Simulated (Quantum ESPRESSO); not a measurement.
# MnO (Fm-3m) in Quantum ESPRESSO: notebook

Aim: see how the results for MnO move with the level of theory and the settings. Levels: LDA, PBE. Tasks: energy-loss spectrum.

Everything below comes from runs of Quantum ESPRESSO 7.5. Logs are shortened: lines on timing, memory, paths and dates and some standing lists are left out, and cuts for length are marked.

### Step 1. The crystal as given

Symmetry: Fm-3m, No. 225, cubic system. The conventional cell has a = 4.448 Å, b = 4.448 Å, c = 4.448 Å, α = 90.00°, β = 90.00°, γ = 90.00°. Mn (site symmetry m-3m) is surrounded by 6 O at 2.22 Å. Around O (site symmetry m-3m) lie 6 Mn at 2.22 Å.

The cell is a database's computed one.

### Step 2. Energy-loss spectrum, LDA

Input file pw.in:

```
&CONTROL
  calculation = 'scf'
  prefix = 'pwscf'
  outdir = './tmp'
  pseudo_dir = './pseudo'
  tprnfor = .true.
  tstress = .true.
  disk_io = 'low'
/
&SYSTEM
  ibrav = 0
  nat = 2
  ntyp = 2
  ecutwfc = 45
  ecutrho = 360
  nbnd = 17
  occupations = 'smearing'
  smearing = 'fd'
  degauss = 0.00367493
/
&ELECTRONS
  conv_thr = 4d-10
  electron_maxstep = 120
  mixing_beta = 0.5
/
ATOMIC_SPECIES
Mn    54.9380 mn_lda_v1.5.uspp.F.UPF
O     15.9990 o_lda_v1.2.uspp.F.UPF
CELL_PARAMETERS bohr
   0.0000000000    4.2025764847    4.2025764847
   4.2025764847    0.0000000000    4.2025764847
   4.2025764847    4.2025764847    0.0000000000
ATOMIC_POSITIONS bohr
Mn     0.0000000000    0.0000000000    0.0000000000
O      4.2025764847    4.2025764847    4.2025764847
K_POINTS automatic
8 8 8 1 1 1
```

Input file scf2.in:

```
&CONTROL
  calculation = 'scf'
  prefix = 'pwscf'
  outdir = './tmp'
  pseudo_dir = './pseudo'
  tprnfor = .true.
  tstress = .true.
  disk_io = 'low'
/
&SYSTEM
  ibrav = 0
  nat = 2
  ntyp = 2
  ecutwfc = 45
  ecutrho = 360
  nbnd = 17
  occupations = 'smearing'
  smearing = 'fd'
  degauss = 0.00367493
/
&ELECTRONS
  conv_thr = 1d-11
  electron_maxstep = 120
  mixing_beta = 0.5
  startingpot = 'file'
  startingwfc = 'file'
/
ATOMIC_SPECIES
Mn    54.9380 mn_lda_v1.5.uspp.F.UPF
O     15.9990 o_lda_v1.2.uspp.F.UPF
CELL_PARAMETERS bohr
   0.0000000000    4.2025764847    4.2025764847
   4.2025764847    0.0000000000    4.2025764847
   4.2025764847    4.2025764847    0.0000000000
ATOMIC_POSITIONS bohr
Mn     0.0000000000    0.0000000000    0.0000000000
O      4.2025764847    4.2025764847    4.2025764847
K_POINTS automatic
8 8 8 1 1 1
```

Input file eels.in:

```
&LR_INPUT
  prefix = 'pwscf'
  outdir = './tmp'
  restart_step = 5000
  restart = .false.
/
&LR_CONTROL
  calculator = 'lanczos'
  approximation = 'TDDFT'
  q1 = 0
  q2 = 0
  q3 = 0.1501665293
  itermax = 400
/
```

Input file spectrum.in:

```
&LR_INPUT
  prefix = 'pwscf'
  outdir = './tmp'
  eels = .true.
  itermax0 = 400
  itermax = 20000
  extrapolation = 'osc'
  epsil = 0.02
  units = 1
  start = 0
  end = 40
  increment = 0.2
/
```

Input file spectrum_short.in:

```
&LR_INPUT
  prefix = 'pwscf'
  outdir = './tmp'
  eels = .true.
  itermax0 = 266
  itermax = 20000
  extrapolation = 'osc'
  epsil = 0.02
  units = 1
  start = 0
  end = 40
  increment = 0.2
/
```

Potentials or basis: GBRV 1.5 LDA.

Started as:

```
OMP_NUM_THREADS=1 pw.x -in pw.in > pw.out
OMP_NUM_THREADS=1 pw.x -in scf2.in > scf2.out
OMP_NUM_THREADS=1 turbo_eels.x -in eels.in > eels.out
OMP_NUM_THREADS=1 turbo_spectrum.x -in spectrum.in > spectrum.out
OMP_NUM_THREADS=1 turbo_spectrum.x -in spectrum_short.in > spectrum_short.out
```

pw.out:

```text
This program is part of the open-source Quantum ESPRESSO suite
     for quantum simulation of materials; please cite
[... 9 lines left out ...]
     --------------------
     sticks:   dense  smooth     PW     G-vecs:    dense   smooth      PW
     Sum         871     433    151                17153     5985    1243

     Using Slab Decomposition

     bravais-lattice index     =            0
     lattice parameter (alat)  =       5.9433  a.u.
     unit-cell volume          =     148.4489 (a.u.)^3
     number of atoms/cell      =            2
     number of atomic types    =            2
     number of electrons       =        21.00
     number of Kohn-Sham states=           17
     kinetic-energy cutoff     =      45.0000  Ry
     charge density cutoff     =     360.0000  Ry
     scf convergence threshold =      4.0E-10
     mixing beta               =       0.5000
     number of iterations used =            8  plain     mixing
     Exchange-correlation= SLA  PZ   NOGX NOGC
                           (   1   1   0   0   0   0   0)

     celldm(1)=   5.943341  celldm(2)=   0.000000  celldm(3)=   0.000000
     celldm(4)=   0.000000  celldm(5)=   0.000000  celldm(6)=   0.000000

     crystal axes: (cart. coord. in units of alat)
               a(1) = (   0.000000   0.707107   0.707107 )
               a(2) = (   0.707107   0.000000   0.707107 )
               a(3) = (   0.707107   0.707107   0.000000 )

     reciprocal axes: (cart. coord. in units 2 pi/alat)
               b(1) = ( -0.707107  0.707107  0.707107 )
               b(2) = (  0.707107 -0.707107  0.707107 )
               b(3) = (  0.707107  0.707107 -0.707107 )

     PseudoPot. # 1 for Mn read from file:
     mn_lda_v1.5.uspp.F.UPF
     Pseudo is Ultrasoft + core correction, Zval = 15.0
     Generated by new atomic code, or converted to UPF format
     Using radial grid of  859 points,  6 beta functions with:
                l(1) =   0
                l(2) =   0
                l(3) =   1
                l(4) =   1
                l(5) =   2
                l(6) =   2
     Q(r) pseudized with  8 coefficients,  rinner =    0.950   0.950   0.950
                                                       0.950   0.950

     PseudoPot. # 2 for O  read from file:
     o_lda_v1.2.uspp.F.UPF
     Pseudo is Ultrasoft + core correction, Zval =  6.0
     Generated by new atomic code, or converted to UPF format
     Using radial grid of  737 points,  5 beta functions with:
                l(1) =   0
                l(2) =   0
                l(3) =   1
                l(4) =   1
                l(5) =   2
     Q(r) pseudized with  8 coefficients,  rinner =    0.900   0.900   0.900
                                                       0.900   0.900

     atomic species   valence    mass     pseudopotential
     Mn               15.00    54.93800     Mn( 1.00)
     O                 6.00    15.99900     O ( 1.00)

     48 Sym. Ops., with inversion, found

   Cartesian axes

     site n.     atom                  positions (alat units)
         1        Mn     tau(   1) = (   0.0000000   0.0000000   0.0000000  )
         2        O      tau(   2) = (   0.7071068   0.7071068   0.7071068  )

     number of k points=    60  Fermi-Dirac smearing, width (Ry)=  0.0037
                       cart. coord. in units 2pi/alat
        k(    1) = (   0.0441942   0.0441942   0.0441942), wk =   0.0078125
        k(    2) = (   0.1325825   0.1325825  -0.0441942), wk =   0.0234375
        k(    3) = (   0.2209709   0.2209709  -0.1325825), wk =   0.0234375
        k(    4) = (   0.3093592   0.3093592  -0.2209709), wk =   0.0234375
        k(    5) = (  -0.3093592  -0.3093592   0.3977476), wk =   0.0234375
        k(    6) = (  -0.2209709  -0.2209709   0.3093592), wk =   0.0234375
[... 52 lines left out ...]
        k(   59) = (   0.3093592   0.3093592   0.3093592), wk =   0.0078125
        k(   60) = (  -0.3093592  -0.3093592   0.9280777), wk =   0.0234375

     Dense  grid:    17153 G-vectors     FFT dimensions: (  36,  36,  36)

     Smooth grid:     5985 G-vectors     FFT dimensions: (  25,  25,  25)

     Check: negative core charge=   -0.000018

     Initial potential from superposition of free atoms

     starting charge      20.4999, renormalised to      21.0000
     Starting wfcs are   17 randomized atomic wfcs

     Self-consistent Calculation

     iteration #  1     ecut=    45.00 Ry     beta= 0.50
     Davidson diagonalization with overlap
     ethr =  1.00E-02,  avg # of iterations =  3.0

     total energy              =    -242.66984102 Ry
     estimated scf accuracy    <       1.28213667 Ry

     iteration #  2     ecut=    45.00 Ry     beta= 0.50
     Davidson diagonalization with overlap
     ethr =  6.11E-03,  avg # of iterations =  2.1

     total energy              =    -241.67448832 Ry
     estimated scf accuracy    <      13.86797667 Ry

     iteration #  3     ecut=    45.00 Ry     beta= 0.50
     Davidson diagonalization with overlap
     ethr =  6.11E-03,  avg # of iterations =  2.0

     total energy              =    -243.34260740 Ry
     estimated scf accuracy    <       0.17118624 Ry

     iteration #  4     ecut=    45.00 Ry     beta= 0.50
     Davidson diagonalization with overlap
     ethr =  8.15E-04,  avg # of iterations =  1.3

     total energy              =    -243.32947120 Ry
     estimated scf accuracy    <       0.06461961 Ry

     iteration #  5     ecut=    45.00 Ry     beta= 0.50
     Davidson diagonalization with overlap
     ethr =  3.08E-04,  avg # of iterations =  1.1
[... 22 lines left out ...]
     total energy              =    -243.33761051 Ry
     estimated scf accuracy    <       0.00000367 Ry

     iteration #  9     ecut=    45.00 Ry     beta= 0.50
     Davidson diagonalization with overlap
     ethr =  1.75E-08,  avg # of iterations =  1.0

     total energy              =    -243.33761097 Ry
     estimated scf accuracy    <       0.00000003 Ry

     iteration # 10     ecut=    45.00 Ry     beta= 0.50
     Davidson diagonalization with overlap
     ethr =  1.61E-10,  avg # of iterations =  2.0

     total energy              =    -243.33761098 Ry
     estimated scf accuracy    <       0.00000002 Ry

     iteration # 11     ecut=    45.00 Ry     beta= 0.50
     Davidson diagonalization with overlap
     ethr =  1.11E-10,  avg # of iterations =  1.0

     End of self-consistent calculation

          k = 0.0442 0.0442 0.0442 (   743 PWs)   bands (ev):

   -66.2289 -35.3469 -35.3445 -35.3445  -7.4341   8.3619   8.5167   8.5167
    11.3185  11.3185  11.3242  11.8017  11.8017  13.0069  26.7545  29.4609
    29.4619

          k = 0.1326 0.1326-0.0442 (   760 PWs)   bands (ev):

   -66.2276 -35.3596 -35.3482 -35.3453  -7.2711   7.3424   8.0083   8.2067
    11.4267  11.4527  11.6419  12.0172  12.5151  14.0807  25.2413  27.7199
    29.3475

          k = 0.2210 0.2210-0.1326 (   762 PWs)   bands (ev):

   -66.2249 -35.3852 -35.3522 -35.3484  -6.9379   5.9880   7.3910   7.5311
    11.7290  11.7576  12.0351  12.8178  13.3832  15.6165  22.8865  26.2244
    27.2131

          k = 0.3094 0.3094-0.2210 (   761 PWs)   bands (ev):

   -66.2225 -35.4082 -35.3548 -35.3519  -6.6143   4.9839   6.9896   7.0297
    12.1199  12.1221  12.3334  13.5735  13.9532  16.6975  21.1759  25.0934
    25.6467

          k =-0.3094-0.3094 0.3977 (   763 PWs)   bands (ev):

   -66.2218 -35.4151 -35.3547 -35.3538  -6.5124   4.7043   6.8646   6.9189
    12.2117  12.2945  12.4276  13.9271  13.9694  16.9464  20.7472  24.8034
    25.1859
[... 111 lines left out ...]
   -66.2197 -35.3979 -35.3841 -35.3652  -6.4822   5.9399   6.3558   7.1686
    11.2566  12.3834  12.5647  12.6422  13.1472  19.7221  20.8738  21.5878
    25.9292

          k = 0.1326-0.3977 0.4861 (   754 PWs)   bands (ev):

   -66.2207 -35.4046 -35.3735 -35.3587  -6.4863   5.3039   6.5720   6.9826
    11.9152  12.1874  12.4483  13.0241  13.7237  18.9462  20.4966  22.5794
    25.7084

          k = 0.2210-0.3094 0.3977 (   760 PWs)   bands (ev):

   -66.2218 -35.4110 -35.3583 -35.3541  -6.5404   4.8978   6.8525   6.9771
    12.0432  12.2832  12.4044  13.5619  13.9385  17.2760  20.8554  24.3604
    25.4446

          k =-0.6629 0.0442 0.0442 (   753 PWs)   bands (ev):

   -66.2196 -35.4072 -35.3714 -35.3698  -6.5534   5.7044   7.5401   7.6456
    10.1992  12.2340  12.4936  12.6234  12.6280  18.5306  20.7358  23.7559
    26.6692

          k =-0.5745 0.1326-0.0442 (   752 PWs)   bands (ev):

   -66.2202 -35.4019 -35.3720 -35.3672  -6.5691   5.6772   7.2229   7.4445
    10.6340  12.3516  12.5808  12.6058  12.7843  18.5501  21.2240  23.1246
    26.2328

          k =-0.4861 0.2210-0.1326 (   756 PWs)   bands (ev):

   -66.2212 -35.4021 -35.3684 -35.3601  -6.5646   5.4158   6.7880   7.2029
    11.3761  12.3806  12.5015  12.9368  13.3846  18.2711  21.2337  23.0484
    25.9064

          k =-0.4861 0.0442 0.0442 (   760 PWs)   bands (ev):

   -66.2216 -35.3953 -35.3651 -35.3644  -6.6954   5.6433   7.6415   7.7220
    10.4242  12.1250  12.5514  12.5581  12.6657  17.7929  22.1847  24.0064
    26.6412

          k =-0.3977 0.1326-0.0442 (   757 PWs)   bands (ev):

   -66.2230 -35.3886 -35.3621 -35.3573  -6.7888   5.7367   7.4409   7.6007
    10.9240  12.1705  12.3910  12.4846  13.0019  17.1241  23.1310  23.8406
    26.6609

          k =-0.3094 0.0442 0.0442 (   756 PWs)   bands (ev):

   -66.2252 -35.3730 -35.3547 -35.3543  -7.0199   6.2388   7.9158   7.9741
    10.8456  11.9239  12.1556  12.2085  12.5413  15.9751  24.6453  25.5810
    27.1778

          k = 0.1326 0.1326 0.1326 (   769 PWs)   bands (ev):

   -66.2270 -35.3667 -35.3470 -35.3470  -7.1947   6.9864   7.9087   7.9087
    11.5627  11.5840  11.5840  12.5508  12.5508  14.4068  24.4696  28.2094
    28.2094

          k = 0.2210 0.2210 0.0442 (   760 PWs)   bands (ev):

   -66.2253 -35.3777 -35.3557 -35.3473  -7.0002   6.2624   7.4561   7.7124
    11.6294  11.6871  12.0344  12.2783  13.3654  15.5297  23.6386  25.4649
    28.0650

          k = 0.3094 0.3094-0.0442 (   757 PWs)   bands (ev):

   -66.2229 -35.3927 -35.3661 -35.3508  -6.7196   5.5610   7.0882   7.1509
    11.8855  11.9649  12.2520  12.5544  13.9306  17.0312  22.3152  23.4874
    26.7689

          k =-0.3094-0.3094 0.5745 (   761 PWs)   bands (ev):
[... 127 lines left out ...]
   -66.2199 -35.3945 -35.3864 -35.3649  -6.4696   5.8971   6.3207   6.9537
    11.7158  12.0982  12.5729  12.6206  13.3908  20.3184  20.5177  21.4961
    25.2681

          k =-0.8397 0.2210 0.2210 (   756 PWs)   bands (ev):

   -66.2204 -35.4033 -35.3758 -35.3606  -6.4881   5.4543   6.4990   7.0954
    11.5886  12.3888  12.4466  13.0061  13.4685  19.1683  20.5255  22.3184
    25.9639

          k = 0.3094 0.3094 0.3094 (   766 PWs)   bands (ev):

   -66.2222 -35.4136 -35.3528 -35.3528  -6.5513   4.7485   6.9404   6.9404
    12.2416  12.2416  12.3677  13.9652  13.9652  16.6338  20.9053  25.2600
    25.2600

          k =-0.3094-0.3094 0.9281 (   756 PWs)   bands (ev):

   -66.2215 -35.4122 -35.3605 -35.3547  -6.5046   4.8646   6.7975   6.9272
    12.1498  12.2698  12.3837  13.5488  13.9663  17.5667  20.6722  23.9946
    25.4137

     the Fermi energy is    12.4066 ev

!    total energy              =    -243.33761098 Ry
     estimated scf accuracy    <          6.4E-11 Ry
     smearing contrib. (-TS)   =      -0.00484134 Ry
     internal energy E=F+TS    =    -243.33276964 Ry

     The total energy is F=E-TS. E is the sum of the following terms:
     one-electron contribution =    -109.41192441 Ry
     hartree contribution      =      64.90216930 Ry
     xc contribution           =     -33.11503447 Ry
     ewald contribution        =    -165.70798006 Ry

     convergence has been achieved in  11 iterations

     Forces acting on atoms (cartesian axes, Ry/au):

     atom    1 type  1   force =    -0.00000000    0.00000000    0.00000000
     atom    2 type  2   force =     0.00000000    0.00000000    0.00000000

     Total force =     0.000000     Total SCF correction =     0.000000

     Computing stress (Cartesian axis) and pressure

          total   stress  (Ry/bohr**3)                   (kbar)     P=     -469.28
  -0.00319007  -0.00000000   0.00000000         -469.28       -0.00        0.00
  -0.00000000  -0.00319007   0.00000000           -0.00     -469.28        0.00
   0.00000000   0.00000000  -0.00319007            0.00        0.00     -469.28

=------------------------------------------------------------------------------=
   JOB DONE.
=------------------------------------------------------------------------------=
```

Wall time 16 min (1 thread of Arm Neoverse V2, shared host); peak memory 0.67 GiB.

Results:

```yaml
Free_energy: -3310.7769 eV
Pressure: -46.9 GPa
Band_gap_on_the_k_mesh: none (metal or under the smearing width)
Peak_of_the_energy-loss_function: 21.8 eV
```

Energy-loss function at q = [0.0, 0.0, 0.3] (Å⁻¹, cartesian):
```json
{"energy (eV)": "0.0", "loss": "0.000"}
{"energy (eV)": "1.8", "loss": "0.052"}
{"energy (eV)": "3.4", "loss": "0.115"}
{"energy (eV)": "5.2", "loss": "0.161"}
{"energy (eV)": "7.0", "loss": "0.302"}
{"energy (eV)": "8.6", "loss": "0.494"}
{"energy (eV)": "10.4", "loss": "0.391"}
{"energy (eV)": "12.2", "loss": "0.329"}
{"energy (eV)": "13.8", "loss": "0.422"}
{"energy (eV)": "15.6", "loss": "0.614"}
{"energy (eV)": "17.4", "loss": "0.762"}
{"energy (eV)": "19.0", "loss": "0.806"}
{"energy (eV)": "20.8", "loss": "0.990"}
{"energy (eV)": "22.4", "loss": "1.050"}
{"energy (eV)": "24.2", "loss": "0.685"}
{"energy (eV)": "26.0", "loss": "0.695"}
{"energy (eV)": "27.6", "loss": "0.986"}
{"energy (eV)": "29.4", "loss": "0.769"}
{"energy (eV)": "31.2", "loss": "0.489"}
{"energy (eV)": "32.8", "loss": "0.555"}
{"energy (eV)": "34.6", "loss": "0.831"}
{"energy (eV)": "36.4", "loss": "0.734"}
{"energy (eV)": "38.0", "loss": "0.575"}
{"energy (eV)": "39.8", "loss": "0.473"}
```

Caveat: the wave vector is under the mesh spacing, so the intraband response is poorly sampled; the Lanczos chain is short for so many electrons, so humps in the spectrum may be artefacts; a pressure of tens of GPa on the cell as given is suspect, and the run, the potentials or the cell itself is likely at fault; an odd number of electrons without spin polarisation forces a metal; a magnetic or distorted state may lie lower; the run has no spin polarisation, though such a crystal can be magnetic; semilocal functionals often make such compounds metallic where correlation or magnetic order opens a gap, which also shifts bond lengths. Spin polarisation is off, so any magnetic state and its effect on volume and gap are missing.

[end of part 1 of 2]
